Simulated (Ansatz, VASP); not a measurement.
# Cross-check of Al18Mo4S8O27 (amorphous Al2O3 against MoS2, 14.3 A) between VASP and Ansatz

Aim: how closely do two programs agree when they are given the same cell, functional and k mesh? The cell is taken from a series of runs on this material, whose earlier steps may have relaxed, scaled, displaced or heated it; both programs get it as it stands.

Program: Ansatz 0.2.0. Level of theory: plane waves, with VASP 6.6.1 beside it; single point at PBE with D3(BJ). Results are calculated unless marked as measured.

## 1. The starting structure

The cell holds 171 atoms: 12 Mo, 24 S, 54 Al and 81 O. Its edges and angles: a = 9.540 Å, b = 11.016 Å, c = 21.350 Å, α = 90.0°, β = 90.0°, γ = 90.0°. It derives from MoS2 (one layer of 2H-MoS2 (a = 3.18 A), 3 x 2 rectangular cells). A slab of one layer of 2H-MoS2 (a = 3.18 A), 3 x 2 rectangular cells. 135 atoms (54 Al, 81 O) packed at random between the slab and its periodic image at 3.05 g/cm^3 (a layer of 14.3 A) and pushed apart as soft spheres. Langevin MD at fixed cell with the MACE-MP-0b2 small potential (Batatia et al., arXiv:2401.00096), steps of 1.5 fs: 0.63 ps at 3000 K with the crystal held, 3000 to 900 K in 1.8 ps with the crystal held, 900 to 300 K in 0.9 ps with its inner planes held; soft walls kept the melt off the sheet. Then all atoms and the cell's height relaxed. The structure's axis is c.

## 2. VASP: single point, PBE with D3(BJ)

With cell and atoms fixed, the geometry can't cause a difference; cores, projectors, grids and the points listed under the comparison can.

Lines of VASP's logs that name or quote its potential files are left out, and so is its time.

INCAR

```
SYSTEM = Al18Mo4S8O27
PREC = Accurate
ENCUT = 520
EDIFF = 1E-06
NELM = 120
ISMEAR = -1
SIGMA = 0.1
LREAL = Auto
ALGO = Normal
GGA = PE
IVDW = 12
NBANDS = 599
LASPH = .TRUE.
LORBIT = 11
LWAVE = .FALSE.
LCHARG = .FALSE.
ISIF = 2
GGA_COMPAT = .FALSE.
EFERMI = MIDGAP
```

POSCAR

```
Al18Mo4S8O27
1.0
    9.5400000000      0.0000000000      0.0000000000
    0.0000000000     11.0158400000      0.0000000000
    0.0000000000      0.0000000000     21.3495200000
Mo S Al O
12 24 54 81
Direct
    0.9983600000      0.9945200000      0.1095800000
    0.1662800000      0.2450500000      0.1089400000
    0.9988300000      0.4949600000      0.1109500000
    0.1651200000      0.7447100000      0.1109900000
    0.3326600000      0.9944800000      0.1097600000
    0.4998300000      0.2443800000      0.1113700000
    0.3321500000      0.4944000000      0.1102700000
    0.4984800000      0.7449900000      0.1109400000
    0.6653300000      0.9950500000      0.1104800000
    0.8333900000      0.2447500000      0.1118600000
    0.6668400000      0.4950900000      0.1124700000
    0.8314500000      0.7446900000      0.1101900000
    0.1647600000      0.0783100000      0.1807100000
    0.1664300000      0.0772000000      0.0362100000
    0.0020300000      0.3277100000      0.1836000000
    0.9977100000      0.3289300000      0.0372500000
    0.1668100000      0.5778300000      0.1835800000
    0.1647900000      0.5788400000      0.0369900000
    0.9973900000      0.8287600000      0.1831200000
    0.9991900000      0.8275000000      0.0375700000
    0.4986700000      0.0767300000      0.1839000000
    0.4992300000      0.0790600000      0.0375500000
    0.3312000000      0.3281400000      0.1831100000
    0.3359600000      0.3270900000      0.0361100000
    0.4977300000      0.5781600000      0.1840500000
    0.5006200000      0.5777400000      0.0387200000
    0.3321700000      0.8288400000      0.1838500000
    0.3311200000      0.8266200000      0.0374100000
    0.8325500000      0.0767000000      0.1838100000
    0.8320500000      0.0799200000      0.0372800000
[... 135 atom lines left out ...]
    0.5523900000      0.6523500000      0.5781600000
    0.3071400000      0.5343800000      0.7415100000
    0.5470100000      0.0326400000      0.4749700000
    0.0686000000      0.5358300000      0.8205900000
    0.0276300000      0.5864300000      0.6572400000
    0.6989800000      0.8067600000      0.8207200000
```

KPOINTS

```
Automatic mesh
0
Gamma
2 2 1
0 0 0
```

The projector-augmented-wave data sets are Mo_sv, S, Al and O (PBE family, release 64).

Launch:

```sh
> export OMP_NUM_THREADS=3
> mpirun -np 1 vasp_std
```

Numbers of over 12 decimals in the logs are rounded to 6 here.

What it wrote:

```text
[banner, memory and clock lines left out]
running    1 mpi-ranks, on    1 nodes
[...]
Offloading initialized ...    1 GPUs detected
[...]
LDA part: xc-table for (Slater+PW92), standard interpolation
 POSCAR, INCAR and KPOINTS ok, starting setup
[...]
entering main loop
       N       E                     dE             d eps       ncg     rms          rms(c)
DAV:   1     0.689988134930E+04    0.68999E+04   -0.50368E+05  4992   0.149E+03
DAV:   2    -0.794766601647E+03   -0.76946E+04   -0.74519E+04  5740   0.350E+02
DAV:   3    -0.139366443712E+04   -0.59890E+03   -0.59235E+03  5584   0.101E+02
DAV:   4    -0.140760990915E+04   -0.13945E+02   -0.13820E+02  5720   0.153E+01
[...]
DAV:  21    -0.124144282332E+04    0.70086E-05   -0.34906E-05  5608   0.194E-02    0.123E-02
DAV:  22    -0.124144282303E+04    0.28928E-06   -0.24191E-05  5232   0.957E-03    0.106E-02
DAV:  23    -0.124144282308E+04   -0.50077E-07   -0.37138E-06  4704   0.441E-03
   1 F= -.12792326E+04 E0= -.12792285E+04  d E =-.826759E-02
```

Parts of OUTCAR (step 2):

```text
  FREE ENERGIE OF THE ION-ELECTRON SYSTEM (eV)
  ---------------------------------------------------
  free  energy   TOTEN  =     -1279.2326460081 eV

  energy  without entropy=    -1279.2243784210  energy(sigma->0) =    -1279.22851221
```

This run has no spin polarisation, so a moment on Mo, if there is one, isn't seen.

## 3. Ansatz: single point, PBE with D3(BJ)

Ansatz runs on its default PAW (the set named soft_2) files.

The same cell, functional, mesh and smearing now go to Ansatz, which takes its cutoff from its data sets.

input.yaml

```yaml
crystal:
  lattice:
    - [9.54, 0.0, 0.0]
    - [0.0, 11.01584, 0.0]
    - [0.0, 0.0, 21.34952]
  atoms:
    - { symbol: Mo, position: [0.99836, 0.99452, 0.10958] }
    - { symbol: S, position: [0.16476, 0.07831, 0.18071] }
    - { symbol: S, position: [0.16643, 0.0772, 0.03621] }
    - { symbol: Mo, position: [0.16628, 0.24505, 0.10894] }
    - { symbol: S, position: [0.00203, 0.32771, 0.1836] }
    - { symbol: S, position: [0.99771, 0.32893, 0.03725] }
    - { symbol: Mo, position: [0.99883, 0.49496, 0.11095] }
    - { symbol: S, position: [0.16681, 0.57783, 0.18358] }
    - { symbol: S, position: [0.16479, 0.57884, 0.03699] }
    - { symbol: Mo, position: [0.16512, 0.74471, 0.11099] }
    - { symbol: S, position: [0.99739, 0.82876, 0.18312] }
    - { symbol: S, position: [0.99919, 0.8275, 0.03757] }
    - { symbol: Mo, position: [0.33266, 0.99448, 0.10976] }
    - { symbol: S, position: [0.49867, 0.07673, 0.1839] }
    - { symbol: S, position: [0.49923, 0.07906, 0.03755] }
    - { symbol: Mo, position: [0.49983, 0.24438, 0.11137] }
    - { symbol: S, position: [0.3312, 0.32814, 0.18311] }
    - { symbol: S, position: [0.33596, 0.32709, 0.03611] }
    - { symbol: Mo, position: [0.33215, 0.4944, 0.11027] }
    - { symbol: S, position: [0.49773, 0.57816, 0.18405] }
    - { symbol: S, position: [0.50062, 0.57774, 0.03872] }
    - { symbol: Mo, position: [0.49848, 0.74499, 0.11094] }
    - { symbol: S, position: [0.33217, 0.82884, 0.18385] }
    - { symbol: S, position: [0.33112, 0.82662, 0.03741] }
    - { symbol: Mo, position: [0.66533, 0.99505, 0.11048] }
    - { symbol: S, position: [0.83255, 0.0767, 0.18381] }
    - { symbol: S, position: [0.83205, 0.07992, 0.03728] }
    - { symbol: Mo, position: [0.83339, 0.24475, 0.11186] }
    - { symbol: S, position: [0.66603, 0.32727, 0.18467] }
    - { symbol: S, position: [0.66849, 0.3292, 0.03881] }
[... 135 atom lines left out ...]
    - { symbol: O, position: [0.55239, 0.65235, 0.57816] }
    - { symbol: O, position: [0.30714, 0.53438, 0.74151] }
    - { symbol: O, position: [0.54701, 0.03264, 0.47497] }
    - { symbol: O, position: [0.0686, 0.53583, 0.82059] }
    - { symbol: O, position: [0.02763, 0.58643, 0.65724] }
    - { symbol: O, position: [0.69898, 0.80676, 0.82072] }
kpoints:
  mp_grid: { grid: [2, 2, 1] }
hamiltonian:
  xc: pbe
  dispersion: d3bj
scf:
  occupations: { method: fermi_dirac, width: 0.1 }
output:
  forces: true
```

Launch:

```sh
> ansatz run input.yaml --threads 4 --pin off --max-ram 15872MiB --backend cpu --events-out ev --progress --plain --runs-dir out
```

What it wrote:

```text
Engine: ansatz 0.2.0, aarch64-unknown-linux-gnu
Pseudopotentials: kind: paw
Pseudopotential: Mo, paw, valence charge 14, recommended cutoff 420 eV (normal), Mo.paw.azcp
Pseudopotential: S, paw, valence charge 6, recommended cutoff 420 eV (normal), S.paw.azcp
Pseudopotential: Al, paw, valence charge 3, recommended cutoff 420 eV (normal), Al.paw.azcp
Pseudopotential: O, paw, valence charge 6, recommended cutoff 420 eV (normal), O.paw.azcp
Functional definition: PBE
  parameter kappa = 0.804
  parameter beta = 0.066725
  exchange = pbe_x(kappa = kappa, mu = beta*pi^2/3)
  correlation = pbe_c(beta = beta)
Crystal: 171 atoms, lattice volume = 2243.645 Å³
Basis set: ecut = 420 eV, 43913 PW (Γ), exchange–correlation on 128×150×288 points (8 copies of the dense FFT grid, shifted against one another)
Bands: 651, of which v1, the nominal top of the filled ones, is band 480 counted from 1 (479 counted from 0)
Symmetry: 1 space group operations
Space group: P1 (ITA 1), of the structure as read, at distance tolerance 1.3e-4 Å
k-points: 4
Non-local potential: Mo, projectors of the file, l = 0: 3, l = 1: 2, l = 2: 2, l = 3: 1
Non-local potential: S, projectors of the file, l = 0: 2, l = 1: 2, l = 2: 2
Non-local potential: Al, projectors of the file, l = 0: 2, l = 1: 2, l = 2: 1
Non-local potential: O, projectors of the file, l = 0: 2, l = 1: 2, l = 2: 1
PAW form: soft (Blöchl's): semilocal exchange-correlation on the pseudo side does not see the compensation charge
PAW one-centre angular grid: Mo, 590 points (default); XC on 64 Gauss nodes
PAW one-centre angular grid: S, 110 points (default); XC on 64 Gauss nodes
PAW one-centre angular grid: Al, 110 points (default); XC on 64 Gauss nodes
PAW one-centre angular grid: O, 110 points (default); XC on 64 Gauss nodes
Initial density: superposition of atomic densities (neutral atoms: chi_scale 0, normalization atom), corrected by the library's trained network
Initial wavefunctions: pseudopotential atomic-orbital guess
Functional: x = pbe(κ = 0.804, μ = 0.219515), c = pbe(β = 0.066725)
SCF iter   1: F=—  HF=-156350.927836 eV  |F-HF|=—  |Δ(HF+E_count)|=         —  Δρ=3.97e-3  dr2=1.26e0  ethr=1.77e-3  ⟨swp⟩=6.0  Hψ=11286  notcnv=0  defer=365
preconditioner: auto → Resta (q_TF=auto, 2.368 Å⁻¹)  ε∞=4.2  [insulator: Δε(μ)=1.470 eV  Ē_g=12.961 eV  σ=0.100 eV  W_gap=1.00  n_scr=510 (ndim 8)  ℏωp=23.0 eV  f_vac=0.078  D(μ)=0.02/eV (n_scr^D=0)  ε∞_Penn≈4.2]
SCF iter   2: F=—  HF=-156350.824360 eV  |F-HF|=—  |Δ(HF+E_count)|=   1.03e-1  Δρ=2.52e-3  dr2=3.10e-1  ethr=1.32e-4  ⟨swp⟩=2.0  Hψ=3251  notcnv=0  defer=411
SCF iter   3: F=—  HF=-156350.801893 eV  |F-HF|=—  |Δ(HF+E_count)|=   2.25e-2  Δρ=1.40e-3  dr2=1.58e-1  ethr=3.23e-5  ⟨swp⟩=2.0  Hψ=2990  notcnv=0  defer=63
automatic band count: iteration 3 solves 564 bands in place of 651: the levels show a gap, and the empty bands left out lie too high to hold charge; the band table lists the bands solved (type scf.n_extra_bands for more)
SCF iter   4: F=—  HF=-156350.790050 eV  |F-HF|=—  |Δ(HF+E_count)|=   1.18e-2  Δρ=1.29e-3  dr2=1.11e-1  ethr=1.64e-5  ⟨swp⟩=2.0  Hψ=3246  notcnv=0  defer=47
automatic band count: iteration 4 solves 560 bands in place of 564: the levels show a gap, and the empty bands left out lie too high to hold charge; the band table lists the bands solved (type scf.n_extra_bands for more)
SCF iter   5: F=—  HF=-156350.777550 eV  |F-HF|=—  |Δ(HF+E_count)|=   1.25e-2  Δρ=4.38e-4  dr2=7.17e-3  ethr=1.16e-5  ⟨swp⟩=2.0  Hψ=2920  notcnv=0  defer=107
SCF iter   6: F=—  HF=-156350.776744 eV  |F-HF|=—  |Δ(HF+E_count)|=   8.06e-4  Δρ=2.32e-4  dr2=1.49e-3  ethr=7.47e-7  ⟨swp⟩=2.0  Hψ=3314  notcnv=0  defer=107
SCF iter   7: F=—  HF=-156350.776755 eV  |F-HF|=—  |Δ(HF+E_count)|=   1.18e-5  Δρ=9.72e-5  dr2=4.45e-4  ethr=1.55e-7  ⟨swp⟩=2.0  Hψ=3533  notcnv=0  defer=107
SCF iter   8: F=—  HF=-156350.776791 eV  |F-HF|=—  |Δ(HF+E_count)|=   3.56e-5  Δρ=5.47e-5  dr2=1.61e-4  ethr=4.64e-8  ⟨swp⟩=2.0  Hψ=3187  notcnv=0  defer=107
SCF iter   9: F=—  HF=-156350.776806 eV  |F-HF|=—  |Δ(HF+E_count)|=   1.44e-5  Δρ=2.85e-5  dr2=3.80e-5  ethr=1.67e-8  ⟨swp⟩=2.0  Hψ=2837  notcnv=0  defer=107
SCF iter  10: F=—  HF=-156350.777218 eV  |F-HF|=—  |Δ(HF+E_count)|=   4.12e-4  Δρ=1.63e-5  dr2=8.85e-6  ethr=3.96e-9  ⟨swp⟩=2.0  Hψ=3858  notcnv=0  defer=107
SCF iter  11: F=—  HF=-156350.777221 eV  |F-HF|=—  |Δ(HF+E_count)|=   3.38e-6  Δρ=7.11e-6  dr2=1.58e-6  ethr=9.22e-10  ⟨swp⟩=2.0  Hψ=3570  notcnv=0  defer=107
SCF iter  12: F=—  HF=-156350.777223 eV  |F-HF|=—  |Δ(HF+E_count)|=   1.15e-6  Δρ=4.75e-6  dr2=1.18e-6  ethr=1.65e-10  ⟨swp⟩=2.0  Hψ=3568  notcnv=0  defer=107
SCF iter  13: F=—  HF=-156350.777223 eV  |F-HF|=—  |Δ(HF+E_count)|=   3.28e-8  Δρ=2.10e-6  dr2=1.99e-7  ethr=1.23e-10  ⟨swp⟩=2.0  Hψ=2895  notcnv=0  defer=107
[...]
atom   7  Mo     0.03146065     0.08893973    -0.18957391
  atom   8  S     -0.10339008     0.01131927     0.13564192
  atom   9  S     -0.01237633    -0.03421940     0.09568282
  atom  10  Mo    -0.04717273     0.00808663    -0.15400028
  atom  11  S      0.05251203    -0.02141107     0.21813197
  atom  12  S     -0.03214314    -0.00014560    -0.03896768
  atom  13  Mo    -0.11629861     0.03265965    -0.05357745
  atom  14  S     -0.01993423     0.06149259     0.02738570
  atom  15  S      0.04293408    -0.02150281     0.01551114
  atom  16  Mo     0.04629374     0.06746435    -0.37156542
  atom  17  S      0.01548211    -0.07839026     0.10969901
  atom  18  S     -0.00300958     0.04935915     0.29352885
  atom  19  Mo     0.11453377     0.01827510    -0.36120040
  atom  20  S     -0.01849770     0.00990377     0.14565081
  atom  21  S     -0.02034761    -0.04249427     0.10777272
  atom  22  Mo     0.00145780    -0.05569154    -0.32895653
  atom  23  S     -0.04970875    -0.00415002     0.05497538
  atom  24  S      0.04404745     0.00953031     0.07653207
  atom  25  Mo     0.00972811    -0.02555314    -0.40698497
  atom  26  S      0.03965052     0.01822309     0.09236501
  atom  27  S     -0.00564481     0.01295385     0.21513932
  atom  28  Mo    -0.02191378     0.01996746    -0.39014512
  atom  29  S      0.02183685     0.01535484     0.17063372
  atom  30  S     -0.03181371    -0.03591373     0.23131334
[...]
atom 164  O      0.03561544    -0.01805981    -0.13724360
  atom 165  O     -0.08831521     0.07614590    -0.03549240
  atom 166  O     -0.05822973    -0.03580017     0.22962362
  atom 167  O     -0.01151698     0.12762482     0.06176920
  atom 168  O      0.02254952    -0.01345541     0.22628598
  atom 169  O      0.02333030     0.04995556    -0.00368257
  atom 170  O     -0.00642902     0.12219212     0.16616314
  atom 171  O      0.12853851     0.03665903     0.06518610
  max |Σ_I F_I| component: 2.55e-4 eV/Å
```

Reading the cycles: dr2 is the Hartree energy of the density residual (eV), the measure of convergence; HF is the Harris–Foulkes estimate of the energy, which meets the free energy F at convergence.

## 4. Side by side

Known differences besides the potentials themselves: the cutoff is 420 eV in Ansatz and 520 eV in VASP (PREC = Accurate, projectors in real space). Total energies have different zeros and are not compared.

Compared:

```tsv
quantity	Ansatz	VASP	difference
gap on the k mesh (eV)	1.148	1.171	-0.023
```

Forces on 9 of the 171 atoms, those with the largest forces and the largest differences (eV/Å; atoms numbered as in POSCAR):

```tsv
atom	Ansatz x, y, z	VASP x, y, z
Mo11	-0.127, -0.115, -0.421	-0.126, -0.114, -0.419
Al37	0.071, 0.030, -0.418	0.072, 0.032, -0.418
Al51	-0.066, -0.094, -0.445	-0.074, -0.087, -0.421
Al59	0.040, -0.035, -0.438	0.022, -0.026, -0.421
Al66	-0.084, 0.044, 0.106	-0.049, 0.053, 0.106
Al72	-0.090, -0.007, -0.416	-0.080, -0.012, -0.409
Al77	-0.043, 0.027, -0.422	-0.031, 0.022, -0.404
Al79	0.173, 0.141, 0.100	0.156, 0.102, 0.118
O105	-0.084, -0.027, -0.414	-0.089, -0.028, -0.468
```

The forces differ by 10 meV/Å r.m.s., which is 7.9 % of the r.m.s. force of 0.129 eV/Å (both taken over all components). A gap on the mesh is an upper bound, since the band edges may lie between its points.

## 5. Outcome

* r.m.s. force difference (single point, PBE with D3(BJ)): 10 meV/Å

**Reading.** The r.m.s. force difference is 10 meV/Å (single point, PBE with D3(BJ)), within the 12 meV/Å picked in this series as the mark of a large difference. How closely two codes agree says nothing of how well the functional describes the real material.

[Lines on the potential files, build, host, timing and source positions are cut from VASP's logs without a mark.]

[Logs are printed without paths, hosts, clocks, repeated set-up lines and the standing remarks that a program may print on its own settings, such as how far it seeks lower states.]

[Hosts, paths, dates, database ids (printed as entryN), source tags and the programs' standing remarks are cut or masked in the printed files.]
